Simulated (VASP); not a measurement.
Write the native input for VASP 6.6.1 that does the following.

```yaml
Task: relaxation of cell and atoms
Functional: PBE
Potentials_or_basis: VASP PAW PBE potentials, release 64 (Bi_d)
Cutoff: 600 eV
k_mesh: 12 × 12 × 12
Occupations: gaussian, width 0.1 eV
Spin: no spin polarisation
Further_INCAR_settings: ALGO = Normal; EDIFF = 1e-07; IBRION = 2; EDIFFG = -0.005; NSW = 90; ISIF = 3
```

The structure of Bi lies in POSCAR:

```
Bi
1.0
    2.2675000000      1.3091417400      3.9380000000
   -2.2675000000      1.3091417400      3.9380000000
    0.0000000000     -2.6182834700      3.9380000000
Bi
2
Direct
    0.2340000000      0.2340000000      0.2340000000
    0.7660000000      0.7660000000      0.7660000000
```

One way to write it, as run:

INCAR

```
SYSTEM = Bi
PREC = Accurate
ENCUT = 600
EDIFF = 1E-7
ISMEAR = 0
SIGMA = 0.1
LREAL = .False.
LASPH = .True.
NELM = 100
ALGO = Normal
ISIF = 3
LWAVE = .False.
LCHARG = .False.
GGA = PE
IBRION = 2
NSW = 90
EDIFFG = -0.005
```

KPOINTS

```
Automatic mesh
0
Gamma
  12 12 12
  0 0 0
```

Potentials or basis: VASP PAW PBE potentials, release 64 (Bi_d).

The run is started by

```console
$ cat potpaw_PBE.64/Bi_d/POTCAR > POTCAR
$ mpirun -np 1 vasp_std > vasp.out
```

Results of the run:

The relaxed volume is 36.82 Å³/atom, the relaxed cell is a = 4.838 Å, b = 4.838 Å, c = 4.838 Å, α = 56.54°, β = 56.54°, γ = 56.54° and the space group after relaxing (to 0.05 Å) is R-3m (No. 166). The energy gained by relaxing is 11.4 meV/atom. The ionic steps are 11. The pressure after relaxing is 0.0 GPa and the band gap on the k mesh is none (metal or under the smearing width).

Caveat: spin-orbit coupling is left out, which moves the levels of the heavy elements.

It took 17 min on 1 thread of Intel(R) Xeon(R) 6975P-C (Granite Rapids) (shared host), peak memory 0.44 GiB.
